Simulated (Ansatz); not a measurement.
Wires are cut from relaxed bulk HfO2 (Fm-3m, not its usual structure, 10.69 Å³/atom, gap on the mesh 3.69 eV); atoms and period are relaxed, and energies count from that bulk.

Computed with DFT PBEsol, scalar-relativistic, plane waves, PAW (Ansatz 0.2.0).

Cutoff 420 eV, Gaussian smearing of 0.05 eV, energies at zero smearing, symmetry of each start kept, no spin polarisation.

```csv
start,atoms,k mesh,excess energy (eV per host atom),line energy (eV/Å),period (Å),gap on the mesh (eV)
"[111] wire, 12 host atoms a period*",12,1×1×4,0.754,1.060,8.537,3.94
"[111] wire, 18 host atoms a period*",18,1×1×4,0.706,1.860,6.827,3.62
```

* ends far from its start.

Spin-orbit coupling is left out, which matters for the bands of heavy elements.

Each run keeps its start's symmetry and one magnetic start, so lower states can exist.

Cost: 2 runs of about 51 core-minutes in all, on Arm Neoverse V1 (shared hosts).